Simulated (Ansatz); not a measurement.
## TiO2: Ti-49 NMR of the central transition

Cell: a COD entry, ions relaxed with PBE at fixed cell.

```
Ti O
1.0
     4.59400    0.00000    0.00000
     0.00000    4.59400    0.00000
     0.00000    0.00000    2.95900
Ti O
2 4
Cartesian
  0.0000 0.0000 0.0000
  2.2970 2.2970 1.4795
  1.3979 1.3979 0.0000
  0.8991 3.6949 1.4795
  3.1961 3.1961 0.0000
  3.6949 0.8991 1.4795
```

Sites (sets of like atoms) are named by element and the number of their first atom in this list.

The numbers come from a DFT calculation in Ansatz (PBE, plane waves and PAW, scalar-relativistic, 420 eV cutoff, Γ-centred 7×7×10 k-points, Fermi–Dirac smearing 0.02 eV).

Ti-49 has I = 7/2 and Q = 247.0 mb (Pyykkö 2018); at 35.2 T its Larmor frequency is ν₀ = 84.6 MHz. Only the quadrupole interaction is simulated: positions count from each site's isotropic chemical shift, and J coupling is left out, as are shift anisotropy and dipolar coupling, which fast spinning averages.

Task: Simulate the second-order pattern (fast magic-angle spinning, Gaussian broadening 0.2 kHz) of site Ti (6 O at 1.95–1.98 Å).

Result: The calculation gives C_Q = -12.0 MHz and η = 0.10, so ν_Q = 0.857 MHz and the centre of gravity lies at -51.5 ppm (-4.36 kHz).

(offset (kHz), height): (-11.33, 0), (-10.99, 1), (-10.64, 6), (-10.30, 6), (-9.96, 6), (-9.61, 6), (-9.27, 6), (-8.92, 7), (-8.58, 7), (-8.24, 7), (-7.89, 7), (-7.55, 8), (-7.21, 16), (-6.86, 63), (-6.52, 90), (-6.18, 63), (-5.83, 52), (-5.49, 47), (-5.14, 45), (-4.80, 44), (-4.46, 43), (-4.11, 44), (-3.77, 45), (-3.43, 47), (-3.08, 50), (-2.74, 55), (-2.39, 65), (-2.05, 94), (-1.71, 100), (-1.36, 56), (-1.02, 2), (-0.68, 0)

At this cell the principal stresses reach 5 GPa in size with PBE, which can matter for small gradients.
